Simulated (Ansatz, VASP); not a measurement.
Two plane-wave programs on Al

```
CELL_PARAMETERS angstrom
0.00000 2.02481 2.02481
2.02481 0.00000 2.02481
2.02481 2.02481 0.00000
ATOMIC_POSITIONS crystal
Al 0.00000 0.00000 0.00000
```

Alike in both runs: task relaxation of cell and atoms; functional PBE; k mesh 11 × 11 × 11; occupations fermi-dirac, width 0.05 eV; no spin polarisation.

```csv
,VASP,Ansatz
version,VASP 6.6.1,Ansatz 0.2.0
potentials or method,"VASP PAW PBE potentials, release 64 (Al)",Ansatz PAW
plane-wave cutoff (eV),600,420
valence electrons in the cell,3,3
```

|  | VASP | Ansatz | Ansatz less VASP |
| --- | --- | --- | --- |
| gap on the k mesh at the Fermi level, each at its own relaxed structure (eV) | none | none | - |
| relaxed volume (Å³/atom) | 16.51 | 16.51 | +0.009 |
| relaxed cell length with the largest relative difference (Å) | 2.858 | 2.858 | +0.0005 |

A gap of «none» marks a metal or a gap that the smearing closes.

Caveats: the plane-wave basis is chosen anew once the cell has moved, so the energies of steps on either side of that aren't comparable (Ansatz).
